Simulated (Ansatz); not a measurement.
Reaction (substitution at a C–C bond): `O=C/C(F)=C/F` + tert-butanol → `CC(C)(C)OC=O` + `F/C=C/F`

Computed with Ansatz on PBE0-D4/def2-TZVP structures; ΔE is electronic, products minus reactants. CBS: MP2 limit from def2 TZ/QZ plus the TZ coupled-cluster correction, frozen cores. Double bonds are as drawn, so ΔE can hold a change between cis and trans. DFT in def2-TZVPP. B3LYP here is the variant with VWN-RPA as its local correlation; programs differ in this. Each species was taken in one conformer, which may not be the lowest.

```
             level  ΔE (kcal/mol)  difference from CCSD(T)/CBS
            PBE-D4           -7.8                          0.6
         r2SCAN-D4           -8.2                          0.2
           PBE0-D4           -8.0                          0.4
          B3LYP-D4           -8.7                         -0.3
           ωB97M-V           -9.0                         -0.6
            B2PLYP           -8.4                          0.0
               PBE           -7.1                          1.3
            r2SCAN           -8.0                          0.4
    MP2/def2-TZVPP           -8.6                         -0.2
SCS-MP2/def2-TZVPP           -8.4                          0.0
   CCSD/def2-TZVPP           -8.5                         -0.1
CCSD(T)/def2-TZVPP           -8.7                         -0.3
     HF/def2-QZVPP           -9.0                         -0.6
    MP2/def2-QZVPP           -8.3                          0.1
      HF/CBS(def2)           -9.0                         -0.6
     MP2/CBS(def2)           -8.2                          0.2
       CCSD(T)/CBS           -8.4                            0
```

Largest T1 diagnostic among the species: 0.015.

The D4 term adds −1.0 kcal/mol with B3LYP and −0.6 kcal/mol with PBE0; it sums over pairs of atoms, weighted by their polarisabilities, and B3LYP, whose exchange is more repulsive, gets the larger term.

CCSD(T)/CBS has its own doubt, a few kJ/mol and more with outer-core shells, so smaller differences from it don't rank the levels.
